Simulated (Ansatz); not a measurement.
System: cubic perovskite BaSnO3. Method: r²SCAN in Ansatz (plane waves, PAW).

Numerical settings: plane-wave cutoff 560 eV, 8×8×8 k mesh, Fermi–Dirac smearing 0.01 eV, scalar-relativistic PAW data made under PBE.

Pressure at four volumes; x = ln(V/14.102 Å³). One pressure is withheld.

```json
[
 {"V (Å³/atom)": "13.256", "x": "-0.0619", "P (GPa)": "11.34"},
 {"V (Å³/atom)": "14.102", "x": "0.0000", "P (GPa)": "-0.01"},
 {"V (Å³/atom)": "14.666", "x": "0.0392", "P (GPa)": "-5.65"},
 {"V (Å³/atom)": "14.948", "x": "0.0583", "P (GPa)": "?"}
]
```

**Question.** Pass a parabola P(x) through the three rows shown, estimate the bulk modulus and its pressure derivative near zero pressure, and predict the withheld pressure.

**Answer.** Slopes between the rows: (-0.01 − (11.34))/(0.0000 − (-0.0619)) = -183.36 and (-5.65 − (-0.01))/(0.0392 − (0.0000)) = -143.88 GPa. Their difference over the span 0.1011 is c = 39.48/0.1011 = 390.5 GPa, so P(x) = 11.34 + (-183.36)(x − (-0.0619)) + 390.5 (x − (-0.0619))(x − (0.0000)). At the middle row B = −dP/dx = −[-183.36 + 390.5 × 0.0619] = 159.2 GPa, and B′ = dB/dP = 2c/B = 4.9. At x = 0.0583 the parabola gives -7.96 GPa; the run gives -8.01 GPa. The Birch–Murnaghan fit to the energies at all volumes has B0 = 158 GPa and B′ = 4.8.

Spin–orbit coupling is not included.

Ansatz is a first-principles code.
